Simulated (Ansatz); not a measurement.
The system is Ge.

```xyz
1
Lattice="1.3971 -2.6005 0.0000 1.3971 2.6005 0.0000 0.0000 0.0000 2.6982" Properties=species:S:1:pos:R:3 pbc="T T T"
Ge    1.3971    0.0000    0.0000
```

This isn't the form of Ge at room conditions, which is diamond.

Program: Ansatz 0.2.0. Alike in all runs: task band structure; potentials or basis Ansatz PAW; cell as given; cutoff (eV) 420; smearing fermi-dirac 0.05 eV.

Task: Order these runs on this cell by their pressure, lowest first.
A. level RPBE; spin off; k mesh 11 × 11 × 10
B. level PBEsol; spin SOC, no magnetisation; k mesh 8 × 8 × 7
C. level BLYP; spin off; k mesh 11 × 11 × 10

Result: B (-4.1 GPa), A (1.0 GPa), C (5.4 GPa).

Caveats: the PAW data sets come from PBE, with cores solved anew for the run's functional, which leaves a small shift of forces and pressure.

Runs at the PBE level aren't shown here.
